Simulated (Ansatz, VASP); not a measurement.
**One calculation of BP2, two programs**

```
B P
1.0
     3.38256    0.00000    0.00000
     0.00000    3.38256    0.00000
     0.00000    0.00000    6.89546
B P
2 4
Direct
  0.00000 0.50000 0.72692
  0.50000 0.00000 0.27308
  0.50000 0.50000 0.00000
  0.00000 0.00000 0.00000
  0.50000 0.00000 0.62967
  0.00000 0.50000 0.37033
```

Change from the starting cell: species swapped into the ErSe2 type (P4/nmm, No. 129).

Alike in both runs: task single point; functional PBE; k mesh 6 × 6 × 4; occupations gaussian, width 0.1 eV; no spin polarisation.

|  | VASP | Ansatz |
| --- | --- | --- |
| version | VASP 6.6.1 | Ansatz 0.2.0 |
| potentials or method | VASP PAW PBE potentials, release 64 (B, P) | scalar-relativistic, plane waves, PAW |
| plane-wave cutoff (eV) | 520 | 420 |
| valence electrons in the cell | 26 | 26 |

|  | VASP | Ansatz | Ansatz less VASP |
| --- | --- | --- | --- |
| gap on the k mesh at the Fermi level (eV) | none | none | - |
| pressure (GPa) | -10.3 | -10.2 | +0.14 |
| largest component of the traceless stress (GPa) | 4.71 | 4.65 | -0.056 |
| rms of the force components (eV/Å) | 0.546 | 0.547 | +0.0004 |

Atom by atom the forces differ by 0.000 eV/Å (rms over components). A gap of «none» marks a metal or a gap that the smearing closes. The functional is the same, so the differences come from potentials, cutoffs and numerics.

Caveats: forces of over 1 eV/Å show positions far from the minimum, so gaps and moduli don't describe the material at rest.
